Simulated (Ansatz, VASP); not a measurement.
This is a calculation of MnS for Ansatz 0.2.0.

The input input.yaml:

```yaml
crystal:
  lattice:
    - [0.0, 2.6045, 2.6045]
    - [2.6045, 0.0, 2.6045]
    - [2.6045, 2.6045, 0.0]
  atoms:
    - { symbol: Mn, position: [0.0, 0.0, 0.0], spin: 4.0 }
    - { symbol: S, position: [0.5, 0.5, 0.5] }
kpoints:
  mp_grid: { grid: [9, 9, 9] }
scf:
  occupations: { method: gaussian, width: 0.016 }
hamiltonian:
  xc: pbe
  pseudopotentials: { kind: all_electron, lapw: { basis_error: 0.001 } }
magnetization:
  spin_polarized: true
output:
  forces: true
  stress: true
  eigenvalues: true
```

Potentials or basis: all-electron LAPW, scalar-relativistic.

Launch:

```bash
$ ansatz run input.yaml --threads 2 --pin off --max-ram 6144MiB --backend cpu --events-out ev --progress --plain --runs-dir out
```

Question: Set up the same calculation for VASP 6.6.1. Potentials there: VASP PAW PBE potentials, release 64 (Mn_pv, S).

Answer: As run (the cutoff follows the program's own potentials):

Contents of INCAR:

```
PREC = Accurate
ENCUT = 520
EDIFF = 1E-7
ISMEAR = 0
SIGMA = 0.016
LREAL = F
LASPH = T
NELM = 150
ALGO = Normal
ISIF = 2
LWAVE = F
LCHARG = F
ISPIN = 2
MAGMOM = 4 0
LORBIT = 11
LMAXMIX = 4
GGA = PE
NBANDS = 20
```

The input KPOINTS:

```
Automatic mesh
0
Gamma
  9 9 9
```

File POSCAR:

```
MnS
1.0
    0.0000000000      2.6045000000      2.6045000000
    2.6045000000      0.0000000000      2.6045000000
    2.6045000000      2.6045000000      0.0000000000
Mn S
1 1
Direct
    0.0000000000      0.0000000000      0.0000000000
    0.5000000000      0.5000000000      0.5000000000
```

Potentials or basis: VASP PAW PBE potentials, release 64 (Mn_pv, S).

Launch:

```console
$ cat potpaw_PBE.64/Mn_pv/POTCAR potpaw_PBE.64/S/POTCAR > POTCAR
$ mpirun -np 1 vasp_std > vasp.out
```

Both were run:

|  | VASP | Ansatz | Ansatz less VASP |
| --- | --- | --- | --- |
| gap on the k mesh at the Fermi level (eV) | none | none | - |
| pressure (GPa) | -2.9 | -2.8 | +0.02 |
| net moment per atom (μB) | 2.36 | 2.36 | 0.000 |
| size of the moment on the site where the two differ most (μB) | 4.26 | 4.44 | +0.176 |

Site moments also hang on the region over which each program counts them. A gap of «none» marks a metal or a gap that the smearing closes. Ansatz ran all-electron here, so the differences hold the error of VASP's frozen core and of both bases.

Caveats: a cell with one magnetic atom can't hold antiferromagnetic order, which such compounds often take; semilocal functionals often make such compounds metallic where correlation or magnetic order opens a gap, which also shifts bond lengths.
